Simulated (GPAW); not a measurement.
**black arsenene monolayer: work function by functional and basis**

How far do functional and basis move the work function of black arsenene monolayer? Where a layer proves gapped, the work function hangs on where the smearing puts the Fermi level, and the band edges take its place.

Calculated with GPAW 26.7.0; GPAW, PAW setups; layer in a repeated cell with vacuum, relaxation of atoms and in-plane cell, in the first sound run; inputs show where later runs differ.

## 1. The starting structure

The cell holds 4 atoms: 4 As. Cell: a = 4.750 Å, b = 3.680 Å, c = 20.480 Å, α = 90.0°, β = 90.0°, γ = 90.0°. Vacuum lies along c.

## 2. Relaxing the atoms

The atoms are relaxed first, since the surface dipole, and with it the work function, follows the positions of the outer layers.

run.py reads:

```python
import json
import numpy as np
from ase import Atoms
from ase.filters import FrechetCellFilter
from ase.optimize import BFGS
from gpaw import GPAW, PW

slab = Atoms(
    ['As', 'As', 'As', 'As'],
    positions=[
        [0.42750, 0.00000, 9.00000],
        [1.94750, 1.84000, 9.10000],
        [4.32250, 0.00000, 11.48000],
        [2.80250, 1.84000, 11.38000]],
    cell=[[4.75, 0.0, 0.0], [0.0, 3.68, 0.0], [0.0, 0.0, 20.48]],
    pbc=[True, True, True])

slab.calc = GPAW(mode=PW(600), xc='PBE', kpts={'size': (6, 8, 1), 'gamma': True},
                 occupations={'name': 'fermi-dirac', 'width': 0.05}, nbands='160%',
                 convergence={'density': 1e-05}, maxiter=200,
                 symmetry={'tolerance': 1e-3}, txt='slab.txt')
result = {}
# The in-plane cell is free; stress needs a cell that repeats along all three vectors
path = []
opt = BFGS(FrechetCellFilter(slab, mask=[1, 1, 0, 0, 0, 1]), maxstep=0.2)
opt.attach(lambda: path.append((slab.get_potential_energy(), slab.positions.tolist(), slab.get_forces().tolist())))
result['relaxed'] = bool(opt.run(fmax=0.02, steps=45))
result['path'] = path
result['cell'] = slab.cell.tolist()
print('in-plane lattice', slab.cell.cellpar().round(4)[[0, 1, 5]])
energy = slab.get_potential_energy()
fermi = slab.calc.get_fermi_level()
v = slab.calc.get_electrostatic_potential().mean((0, 1)) - fermi
n = slab.calc.get_pseudo_density().mean((0, 1))
L = slab.cell[2, 2]
z = np.arange(len(v)) * L / len(v)
low, high = slab.positions[:, 2].min(), slab.positions[:, 2].max()
below, above = np.interp([low - 6.8, high + 6.8], z, v)
slopes = [np.interp(x, z, np.gradient(v, z)) for x in (low - 6.8, high + 6.8)]
eps = np.array([[slab.calc.get_eigenvalues(k, s) for k in range(len(slab.calc.get_ibz_k_points()))]
                for s in range(slab.calc.get_number_of_spins())]) - fermi
top, bottom = eps[eps < 0].max(), eps[eps > 0].min()
dipole = slab.get_dipole_moment()[2]
print(f'energy {energy:.4f} eV, Fermi level {fermi:.4f} eV, dipole {dipole:.5f} e A')
print(f'potential 6.8 A off the faces, from the Fermi level: lower {below:.4f} eV, upper {above:.4f} eV')
print(f'slope of the potential there: lower {slopes[0]:.5f}, upper {slopes[1]:.5f} eV/A')
print(f'nearest levels on the mesh: {top:.4f} and {bottom:.4f} eV')
print('magnetic moment', round(slab.get_magnetic_moment(), 3))
result.update(energy=energy, fermi=fermi, dipole=dipole, below=below, above=above, slopes=slopes, edges=[top, bottom],
              z=z.tolist(), v=v.tolist(), n=n.tolist(), positions=slab.positions.tolist(),
              forces=slab.get_forces(apply_constraint=False).tolist(), moments=slab.get_magnetic_moments().tolist())
json.dump(result, open('result.json', 'w'))
```

Started as:

```console
$ OMP_NUM_THREADS=1 OPENBLAS_NUM_THREADS=1 python run.py
```

Log:

```text
Step          Energy          fmax
BFGS:    0      -18.116470        1.854773
BFGS:    1      -18.298631        1.313516
BFGS:    2      -18.479937        0.232375
BFGS:    3      -18.483010        0.166078
BFGS:    4      -18.485255        0.147185
BFGS:    5      -18.486414        0.108227
BFGS:    6      -18.486897        0.074572
BFGS:    7      -18.487262        0.059092
BFGS:    8      -18.487772        0.054498
BFGS:    9      -18.488083        0.030715
BFGS:   10      -18.488180        0.020391
BFGS:   11      -18.488202        0.022702
BFGS:   12      -18.488225        0.027795
BFGS:   13      -18.488279        0.034790
BFGS:   14      -18.488378        0.039475
BFGS:   15      -18.488533        0.035414
BFGS:   16      -18.488631        0.020243
BFGS:   17      -18.488677        0.012930
in-plane lattice [ 4.7514  3.687  90.    ]
energy -18.4887 eV, Fermi level -1.5881 eV, dipole -0.00009 e A
potential 6.8 A off the faces, from the Fermi level: lower 4.2358 eV, upper 4.2358 eV
slope of the potential there: lower -0.00002, upper 0.00002 eV/A
nearest levels on the mesh: -0.4474 and 0.4065 eV
magnetic moment 0.0
```

The job ended after 11 min (1 thread of Arm Neoverse V2, shared host; peak memory 0.47 GiB).

This step gave:

| Item | Value |
| --- | --- |
| dipole along the normal | -9.46e-5 e·Å |
| levels nearest the Fermi level on the mesh | -0.4474, 0.4065 eV from the Fermi level |

Electrostatic potential energy of an electron (without an applied field's), less the Fermi level, planar mean against z:

z (Å), electrostatic potential energy of an electron (without an applied field's), less the Fermi level, planar mean (eV) and a bar from the least value:
```
      0.0        4.2 ##############################
      0.5        4.2 ##############################
      1.0        4.2 ##############################
      1.5        4.2 ##############################
      2.0        4.2 ##############################
      2.5        4.2 ##############################
      3.0        4.2 ##############################
      3.5        4.2 ##############################
      4.0        4.2 ##############################
      4.5        4.2 ##############################
      5.0        4.2 ##############################
      5.5        4.2 ##############################
      6.0        4.2 ##############################
      6.5        4.2 ##############################
      7.0        4.1 ##############################
      7.5        3.6 #############################
      8.0        1.5 ##########################
      8.5       -6.3 ################
      9.0      -18.5 
      9.5       -8.9 #############
     10.0       -0.1 ########################
     10.5       -0.2 ########################
     11.0       -9.5 ############
     11.5      -18.4 
     12.0       -5.8 #################
     12.5        1.7 ###########################
     13.0        3.6 #############################
     13.5        4.1 ##############################
     14.0        4.2 ##############################
     14.5        4.2 ##############################
     15.0        4.2 ##############################
     15.5        4.2 ##############################
     16.0        4.2 ##############################
     16.5        4.2 ##############################
     17.0        4.2 ##############################
     17.5        4.2 ##############################
     18.0        4.2 ##############################
     18.5        4.2 ##############################
     19.0        4.2 ##############################
     19.5        4.2 ##############################
     20.0        4.2 ##############################
```

The pseudo valence density, planar mean oscillates, so the rows of the table below give means over windows of 1.02 Å about each position, cut where the curve ends. Its maxima inside the range that stand out by 2 % of the span (Å: e/Å³): 8.5: 0.319, 9.6: 0.305, 10.9: 0.305, 11.9: 0.319. Its minima: 9.0: 0.165, 10.2: 0.171, 11.4: 0.165.

Table of pseudo valence density, planar mean by z; means over each step:

```tsv
z (Å)	pseudo valence density, planar mean (e/Å³)
4.59	9.4e-6
5.61	1.8e-4
6.63	0.00342
7.65	0.0624
8.67	0.245
9.69	0.242
10.71	0.238
11.73	0.247
12.75	0.0767
13.77	0.00437
14.79	2.2e-4
15.81	1.2e-5
```

The relaxation lowered the energy of the cell by 0.373 eV (energies extrapolated to zero smearing; the optimiser's log prints free energies). The largest force left on a free atom is 0.013 eV/Å.

## 3. Plane waves, PBE

With the geometry fixed, the planar mean of the potential gives the vacuum level on each side.

This step: GPAW, PAW setups; slab in vacuum (GPAW 26.7.0).

The cell differs from the one that the last finished run ended in (c 20.480 → 20.404 Å).

Changes to run.py since step 2:

```diff
@@ -3,4 +3,2 @@
 from ase import Atoms
-from ase.filters import FrechetCellFilter
-from ase.optimize import BFGS
 from gpaw import GPAW, PW
@@ -10,22 +8,15 @@
     positions=[
-        [0.42750, 0.00000, 9.00000],
-        [1.94750, 1.84000, 9.10000],
-        [4.32250, 0.00000, 11.48000],
-        [2.80250, 1.84000, 11.38000]],
-    cell=[[4.75, 0.0, 0.0], [0.0, 3.68, 0.0], [0.0, 0.0, 20.48]],
-    pbc=[True, True, True])
+        [0.33613, 0.00000, 9.00000],
+        [2.03879, 1.84350, 9.00001],
+        [4.41530, -0.00000, 11.40368],
+        [2.71263, 1.84350, 11.40368]],
+    cell=[[4.75142, 0.0, 0.0], [0.0, 3.687, 0.0], [0.0, 0.0, 20.4037]],
+    pbc=[True, True, False])
 
-slab.calc = GPAW(mode=PW(600), xc='PBE', kpts={'size': (6, 8, 1), 'gamma': True},
+slab.calc = GPAW(mode=PW(400), xc='PBE', kpts={'size': (6, 8, 1), 'gamma': True},
                  occupations={'name': 'fermi-dirac', 'width': 0.05}, nbands='160%',
                  convergence={'density': 1e-05}, maxiter=200,
+                 poissonsolver={'dipolelayer': 'xy'},
                  symmetry={'tolerance': 1e-3}, txt='slab.txt')
 result = {}
-# The in-plane cell is free; stress needs a cell that repeats along all three vectors
-path = []
-opt = BFGS(FrechetCellFilter(slab, mask=[1, 1, 0, 0, 0, 1]), maxstep=0.2)
-opt.attach(lambda: path.append((slab.get_potential_energy(), slab.positions.tolist(), slab.get_forces().tolist())))
-result['relaxed'] = bool(opt.run(fmax=0.02, steps=45))
-result['path'] = path
-result['cell'] = slab.cell.tolist()
-print('in-plane lattice', slab.cell.cellpar().round(4)[[0, 1, 5]])
 energy = slab.get_potential_energy()
```

Log:

```text
energy -18.4859 eV, Fermi level -1.5778 eV, dipole -0.00029 e A
potential 6.8 A off the faces, from the Fermi level: lower 4.2344 eV, upper 4.2364 eV
slope of the potential there: lower -0.00002, upper 0.00002 eV/A
nearest levels on the mesh: -0.4475 and 0.4066 eV
magnetic moment 0.0
```

Run time: 26 s. Hardware: 1 thread; peak memory 0.24 GiB.

Numbers from this step:

```yaml
dipole_along_the_normal: -2.94e-4 e·Å
levels_nearest_the_fermi_level_on_the_mesh: -0.4475, 0.4066 eV from the Fermi level
upper_work_function: 4.236 eV
lower_work_function: 4.234 eV
upper_ionisation_energy: 4.684 eV
```

Table of electrostatic potential energy of an electron (without an applied field's), less the Fermi level, planar mean by z:

z (Å), electrostatic potential energy of an electron (without an applied field's), less the Fermi level, planar mean (eV) and a bar from the least value:
```
      0.0        4.2 ##############################
      0.5        4.2 ##############################
      1.0        4.2 ##############################
      1.5        4.2 ##############################
      2.0        4.2 ##############################
      2.5        4.2 ##############################
      3.0        4.2 ##############################
      3.5        4.2 ##############################
      4.0        4.2 ##############################
      4.5        4.2 ##############################
      5.0        4.2 ##############################
      5.5        4.2 ##############################
      6.0        4.2 ##############################
      6.5        4.2 ##############################
      7.0        4.1 ##############################
      7.5        3.5 #############################
      8.0        1.2 ##########################
      8.5       -7.3 ###############
      9.0      -18.6 
      9.5       -7.9 ##############
     10.0        0.2 #########################
     10.5       -0.6 ########################
     11.0      -10.6 ###########
     11.5      -17.9 #
     12.0       -4.8 ##################
     12.5        1.9 ###########################
     13.0        3.7 #############################
     13.5        4.1 ##############################
     14.0        4.2 ##############################
     14.5        4.2 ##############################
     15.0        4.2 ##############################
     15.5        4.2 ##############################
     16.0        4.2 ##############################
     16.5        4.2 ##############################
     17.0        4.2 ##############################
     17.5        4.2 ##############################
     18.0        4.2 ##############################
     18.5        4.2 ##############################
     19.0        4.2 ##############################
     19.5        4.2 ##############################
     20.0        4.2 ##############################
```

Table of pseudo valence density, planar mean by z:

```tsv
z (Å)	pseudo valence density, planar mean (e/Å³)
0.00	1.2e-6
0.64	-1.2e-6
1.06	-1.2e-6
1.70	1.2e-6
2.13	1.2e-6
2.76	-1.1e-6
3.19	-9.1e-7
3.83	1.8e-6
4.46	4.2e-6
4.89	1.6e-5
5.53	1.1e-4
5.95	3.6e-4
6.59	0.00230
7.01	0.00801
7.65	0.0509
8.29	0.246
8.71	0.286
9.35	0.297
9.78	0.234
10.41	0.186
10.84	0.296
11.48	0.178
11.90	0.320
12.54	0.0909
13.18	0.0149
13.60	0.00429
14.24	6.7e-4
14.67	2.0e-4
15.30	3.2e-5
15.73	1.0e-5
16.37	5.9e-7
17.00	1.3e-6
17.43	1.2e-6
18.07	-1.1e-6
18.49	-1.2e-6
19.13	1.2e-6
19.55	1.2e-6
20.19	-1.2e-6
```

The layer is gapped, so the Fermi level lies somewhere inside the gap, set by smearing and numerics, and these work functions are no property of the material; the band edges below the vacuum level are. The potential is flat to 2.4e-5 eV/Å where it is read, so the vacuum is wide enough.

## 4. Self-consistent run: xc = "RPBE"

The same geometry under RPBE, to see how far the functional moves the levels against the vacuum.

Changes to run.py since step 3:

```diff
@@ -15,3 +15,3 @@
 
-slab.calc = GPAW(mode=PW(400), xc='PBE', kpts={'size': (6, 8, 1), 'gamma': True},
+slab.calc = GPAW(mode=PW(400), xc='RPBE', kpts={'size': (6, 8, 1), 'gamma': True},
                  occupations={'name': 'fermi-dirac', 'width': 0.05}, nbands='160%',
```

Log:

```text
energy -17.2909 eV, Fermi level -1.4745 eV, dipole -0.00029 e A
potential 6.8 A off the faces, from the Fermi level: lower 4.1327 eV, upper 4.1348 eV
slope of the potential there: lower -0.00002, upper 0.00002 eV/A
nearest levels on the mesh: -0.4600 and 0.4197 eV
magnetic moment 0.0
```

Wall time 26 s (1 thread); peak memory 0.24 GiB.

This step gave:

```yaml
dipole_along_the_normal: -2.92e-4 e·Å
levels_nearest_the_fermi_level_on_the_mesh: -0.4600, 0.4197 eV from the Fermi level
upper_work_function: 4.135 eV
lower_work_function: 4.133 eV
upper_ionisation_energy: 4.595 eV
```

Table of electrostatic potential energy of an electron (without an applied field's), less the Fermi level, planar mean by z:

z (Å), electrostatic potential energy of an electron (without an applied field's), less the Fermi level, planar mean (eV) and a bar from the least value:
```
        0        4.1 ##############################
        1        4.1 ##############################
        2        4.1 ##############################
        3        4.1 ##############################
        4        4.1 ##############################
        5        4.1 ##############################
        6        4.1 ##############################
        7        4.0 ##############################
        8        1.1 ##########################
        9      -18.7 
       10        0.1 #########################
       11      -10.7 ###########
       12       -4.9 ##################
       13        3.6 #############################
       14        4.1 ##############################
       15        4.1 ##############################
       16        4.1 ##############################
       17        4.1 ##############################
       18        4.1 ##############################
       19        4.1 ##############################
       20        4.1 ##############################
```

Pseudo valence density, planar mean against z:

```tsv
z (Å)	pseudo valence density, planar mean (e/Å³)
0.00	1.2e-6
0.64	-1.2e-6
1.06	-1.2e-6
1.70	1.2e-6
2.13	1.2e-6
2.76	-1.0e-6
3.19	-8.9e-7
3.83	1.9e-6
4.46	4.7e-6
4.89	1.8e-5
5.53	1.1e-4
5.95	3.8e-4
6.59	0.00233
7.01	0.00790
7.65	0.0508
8.29	0.246
8.71	0.286
9.35	0.297
9.78	0.234
10.41	0.187
10.84	0.295
11.48	0.178
11.90	0.320
12.54	0.0912
13.18	0.0147
13.60	0.00427
14.24	7.0e-4
14.67	2.1e-4
15.30	3.4e-5
15.73	1.1e-5
16.37	7.7e-7
17.00	1.3e-6
17.43	1.2e-6
18.07	-1.1e-6
18.49	-1.2e-6
19.13	1.2e-6
19.55	1.2e-6
20.19	-1.2e-6
```

Force by atom:

```tsv
atom	x (eV/Å)	y (eV/Å)	z (eV/Å)	size
As1	-0.0249	0.0000	-0.0849	0.0885
As2	0.0276	0.0000	-0.0854	0.0898
As3	0.0249	0.0000	0.0849	0.0885
As4	-0.0276	0.0000	0.0854	0.0898
```

The highest filled level lies 0.460 eV under the Fermi level, so the ionisation energy from the upper face is 4.135 + 0.460 = 4.595 eV, against 4.684 eV in the base run.

## 5. OptPBE vdW: xc = "optPBE-vdW"

The same geometry under optPBE-vdW, to see how far the functional moves the levels against the vacuum (the van der Waals functionals take revPBE setups).

Changes to run.py since step 4:

```diff
@@ -15,3 +15,3 @@
 
-slab.calc = GPAW(mode=PW(400), xc='RPBE', kpts={'size': (6, 8, 1), 'gamma': True},
+slab.calc = GPAW(mode=PW(400), xc='optPBE-vdW', kpts={'size': (6, 8, 1), 'gamma': True},
                  occupations={'name': 'fermi-dirac', 'width': 0.05}, nbands='160%',
```

Log:

```text
energy -64.8548 eV, Fermi level -1.7542 eV, dipole -0.00029 e A
potential 6.8 A off the faces, from the Fermi level: lower 4.4545 eV, upper 4.4565 eV
slope of the potential there: lower -0.00002, upper 0.00002 eV/A
nearest levels on the mesh: -0.4280 and 0.3830 eV
magnetic moment 0.0
```

Wall time 34 s (1 thread); peak memory 0.45 GiB.

This step gave:

```
dipole along the normal                    : -2.93e-4 e·Å
levels nearest the Fermi level on the mesh : -0.4280, 0.3830 eV from the Fermi level
upper work function                        : 4.457 eV
lower work function                        : 4.454 eV
upper ionisation energy                    : 4.885 eV
```

Electrostatic potential energy of an electron (without an applied field's), less the Fermi level, planar mean against z:

```tsv
z (Å)	electrostatic potential energy of an electron (without an applied field's), less the Fermi level, planar mean (eV)
0	4.46
1	4.45
2	4.45
3	4.45
4	4.45
5	4.45
6	4.44
7	4.26
8	1.32
9	-18.5
10	0.171
11	-10.6
12	-4.75
13	3.86
14	4.42
15	4.45
16	4.46
17	4.46
18	4.46
19	4.46
20	4.46
```

The highest filled level lies 0.428 eV under the Fermi level, so the ionisation energy from the upper face is 4.457 + 0.428 = 4.885 eV, against 4.684 eV in the base run.

## 6. Self-consistent run: xc = "LDA"

The same geometry under LDA, to see how far the functional moves the levels against the vacuum.

Changes to run.py since step 5:

```diff
@@ -15,3 +15,3 @@
 
-slab.calc = GPAW(mode=PW(400), xc='optPBE-vdW', kpts={'size': (6, 8, 1), 'gamma': True},
+slab.calc = GPAW(mode=PW(400), xc='LDA', kpts={'size': (6, 8, 1), 'gamma': True},
                  occupations={'name': 'fermi-dirac', 'width': 0.05}, nbands='160%',
```

Log:

```text
energy -20.7978 eV, Fermi level -1.8578 eV, dipole -0.00030 e A
potential 6.8 A off the faces, from the Fermi level: lower 4.5038 eV, upper 4.5059 eV
slope of the potential there: lower -0.00002, upper 0.00002 eV/A
nearest levels on the mesh: -0.4247 and 0.3825 eV
magnetic moment 0.0
```

Wall time 25 s (1 thread); peak memory 0.23 GiB.

Numbers from this step:

```
dipole along the normal                    : -2.97e-4 e·Å
levels nearest the Fermi level on the mesh : -0.4247, 0.3825 eV from the Fermi level
upper work function                        : 4.506 eV
lower work function                        : 4.504 eV
upper ionisation energy                    : 4.931 eV
```

The highest filled level lies 0.425 eV under the Fermi level, so the ionisation energy from the upper face is 4.506 + 0.425 = 4.931 eV, against 4.684 eV in the base run.

(Part 1 of 2 ends here.)

[Logs are printed without paths, hosts, clocks, repeated set-up lines and the standing remarks that a program may print on its own settings, such as how far it seeks lower states.]

[Hosts, paths, dates, database ids (printed as entryN), source tags and the programs' standing remarks are cut or masked in the printed files.]
